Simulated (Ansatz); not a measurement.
input.yaml (Ansatz)

```yaml
crystal:
  lattice:
    - [0.0, 2.170622662, 2.170622662]
    - [2.170622662, 0.0, 2.170622662]
    - [2.170622662, 2.170622662, 0.0]
  atoms:
    - { symbol: Zr, position: [0.0, 0.0, 0.0], spin: 1.0 }
hamiltonian:
  xc: r2scan
  pseudopotentials:
    kind: paw
    azcp:
      Zr: "pseudopotentials/Zr.paw.azcp"
basis:
  ecutwfc: 500
  fft_grid_basis: typed
kpoints:
  mp_grid: { grid: [20, 20, 20], shift: [0, 0, 0] }
magnetization:
  spin_polarized: true
scf:
  occupations: { method: fermi_dirac, width: 0.05 }
output:
  stress: true
```

Terminal output

```
Engine: ansatz 0.2.0, aarch64-unknown-linux-gnu
Pseudopotentials: kind: paw
Pseudopotential: Zr, paw, valence charge 12, recommended cutoff 500 eV (meta_gga) 
Functional definition: r2SCAN
  parameter k0 = 0.174
  parameter k1 = 0.065
  parameter a1 = 4.9479
  exchange = r2scan_x(k0 = k0, k1 = k1, a1 = a1)
  correlation = r2scan_c
Crystal: 1 atoms, lattice volume = 20.454 Å³
Basis set: ecut = 500 eV, 531 PW (Γ), exchange–correlation on 96×96×96 points (64 copies of the dense FFT grid, shifted against one another)
Bands: 11, of which v1, the nominal top of the filled ones, is band 6 counted from 1 (5 counted from 0)
Symmetry: 48 space group operations
Space group: Fm-3m (ITA 225), of the structure as read, at distance tolerance 2.7e-5 Å
Magnetic group: BNS 225.116 (UNI 1618), of the structure as read, at distance tolerance 2.7e-5 Å
k-points: 256 of 8000
Non-local potential: Zr, projectors of the file, l = 0: 3, l = 1: 2, l = 2: 2, l = 3: 2
PAW form: soft (Blöchl's): semilocal exchange-correlation on the pseudo side does not see the compensation charge
PAW frozen core: Zr, regenerated for the run's functional (the file was generated under x = pbe(κ = 0.804, μ = 0.2195149727645171), c = pbe(β = 0.06672455060314922))
PAW one-centre angular grid: Zr, 590 points (default); XC on 160 Gauss nodes
Initial density: superposition of atomic densities (chi_scale 0.1, normalization cell)
Starting moments: Σ|m| = 1 μB on 1 of 1 site
Initial wavefunctions: pseudopotential atomic-orbital guess
Functional: x = r2scan, c = r2scan; τ floored in thin density (d = 2e-4 eV/Å³)
iter 1 solved again at ethr=1.98e-3 eV; its pass at ethr=3.10e-3 eV (dr2=2.37e-1 eV) is discarded
SCF iter   1: F=—  HF=-4194.598842 eV  |F-HF|=—  |Δ(HF+E_count)|=         —  Δρ=2.93e-2 (↑2.93e-2 ↓1.34e-2)  dr2=2.81e-1  dr2_τ=5.94e-3  dr2_m=4.37e-2  M=0.572 μB ∫|m|=0.572 μB  β_m=0.70  ethr=1.98e-3  ⟨swp⟩=2.0  Hψ=43350  notcnv=0
Mixer restart at iter 1: flushing history
SCF iter   2: F=—  HF=-4194.817440 eV  |F-HF|=—  |Δ(HF+E_count)|=         —  Δρ=1.89e-2 (↑1.89e-2 ↓1.27e-2)  dr2=6.36e-2  dr2_τ=2.70e-3  dr2_m=3.43e-2  M=0.240 μB ∫|m|=0.240 μB  β_m=0.46  ethr=1.98e-3  ⟨swp⟩=2.9  Hψ=10346  notcnv=0  defer=1
Mixer restart at iter 2: flushing history
...
SCF iter  14: F=—  HF=-4194.853864 eV  |F-HF|=—  |Δ(HF+E_count)|=   1.08e-8  Δρ=1.35e-6 (↑1.32e-6 ↓1.35e-6)  dr2=1.99e-12  dr2_τ=3.85e-11  dr2_m=3.35e-10  M=0.000 μB ∫|m|=0.000 μB  β_m=1.00  ethr=1.00e-12  ⟨swp⟩=1.1  Hψ=16014  notcnv=0  κ⁻¹=4.5e-8(r=8)
SCF iter  15: F=—  HF=-4194.853864 eV  |F-HF|=—  |Δ(HF+E_count)|=   1.30e-9  Δρ=7.99e-7 (↑7.75e-7 ↓7.99e-7)  dr2=2.03e-12  dr2_τ=1.35e-11  dr2_m=1.15e-10  M=0.000 μB ∫|m|=0.000 μB  β_m=1.00  ethr=1.00e-12  ⟨swp⟩=2.0  Hψ=10734  notcnv=0  κ⁻¹=3.3e-8(r=8)
SCF iter  16: F=-4194.853864 eV  HF=-4194.853864 eV  |F-HF|=2.91e-11  |Δ(HF+E_count)|=  6.33e-10  Δρ=2.10e-7 (↑1.98e-7 ↓2.10e-7)  dr2=4.13e-13  dr2_τ=7.56e-13  dr2_m=7.64e-12  M=0.000 μB ∫|m|=0.000 μB  ethr=1.00e-12  ⟨swp⟩=2.0  Hψ=10751  notcnv=0
SCF 1 converged in 16 iterations: F = -4194.853864 eV  dr2 = 4.13e-13
WARN: the starting moments were not kept: the SCF closed with an absolute magnetisation of 1.0e-5 μB, where they sum to 1 μB in size (1 site). That is at most 0.1 of that sum. Measured as dr2_m measures the in/out step, that magnetisation stands 1.7e-11 eV from none, at or under the dr2_threshold of 1.0e-7 eV: it is no larger than a step whose dr2_m would equal this threshold. The system may hold no moment; this SCF shows only that its start led to no more than that. To try another start: raise the starting moments (crystal.atoms[].spin, magnetization.per_species, magnetization.initial_magnetization, or on a non-collinear deck that types none of these the spinor_matrix: blocks that start its atoms; where the total moment is fixed, keep their sum and leave initial_magnetization as it is; typed ones take the place of any that the run laid by itself, positive ones on a crystal's lanthanoids without a Hubbard term where scf.initial_density.shell_occupations: [] is typed) or, if the notice of its spin-set hold's release reads "site moments contracting" or "site moments show no strong build", lengthen the hold (scf.mixing.spin_hold: { on: { confirm: 4 } }; for m-r²SCAN on two components see the key's manual first). Each may lead to a state that holds a moment. A second SCF, from the converged charge density, with the starting moments and any scf.initial_density.shell_occupations laid on it anew, would have followed, and was not run: the deck does not ask for one (magnetization.retry_lost_moments is false, the default). To let it run, set magnetization.retry_lost_moments: true and run the deck again, where that key's refused combinations let it; where memory then withholds it, that run's warning says so.
this state was not tested for a lower state beside it, because the mixer in use, unlike msr1, does not test its closes by its own steps (another_mixer; see scf.mixing.algorithm and scf.lower_state_search)
SCF converged after 16 iterations
Magnetization: 0.0000 μB (6.0000 up, 6.0000 down)
Absolute magnetization: 0.0000 μB (∫|ρ↑−ρ↓|, with the PAW one-centre terms)
Spin contamination: 0.0000 ħ² per cell (⟨S²⟩ above its minimum at these occupations)
Per-site moments (μB) at R_I (Å): [(6.653504778094212e-6, 1.2662611530503511)]
Free energy (F): -4194.853864 eV
Harris-Foulkes:  -4194.853864 eV  (|F-HF|=2.91e-11)
Internal energy: -4194.843689 eV  (E = F + TS)
E sigma→0 (E₀):  -4194.848776 eV
Entropy (-TS):   -0.010175 eV (-10.175 meV/atom)
Fermi energy:    16.150623 eV
--- Per-component energies (eV) ---
  E_band       = -77.945679
  E_kinetic    = 335.962640
  E_local      = -563.789693  (includes V_loc(G=0)·N_el)
  E_nonlocal   = 80.770130
  E_hartree    = 175.291059
  E_xc         = -156.523024
  E_vxc        = -212.519831  (∫ρ·V_xc dr)
  E_paw        = -2971.435141  (= ΣΔE_a)
  E_vpaw       = -81.579220  (= ΣTr[D̂ρ^β])
  E_aug_tail   = 0.000011  (compensation charges beyond the density's cutoff)
  E_vtau       = 12.628177  (kinetic-family band-sum trace: ∫τ·v_τ [+ j·A + Jᵃ·Aᵃ] dr)
  E_ewald      = -1094.954929
  E_core_change = -0.164742  (= ΣΔE_core)
  E_smearing   = -0.010175  (= −TS)
  E_closure    = 0.000000  (closes the sum)
  Σ components = -4194.853864   (vs F -4194.853864, Δ=0.00e0)
--- Stress (GPa, compression-positive) ---
       14.448196      -0.000000       0.000000
       -0.000000      14.448196      -0.000000
        0.000000       0.000000      14.448196
  P = ⅓ Tr σ = 14.4482 GPa (144.482 kbar)
```
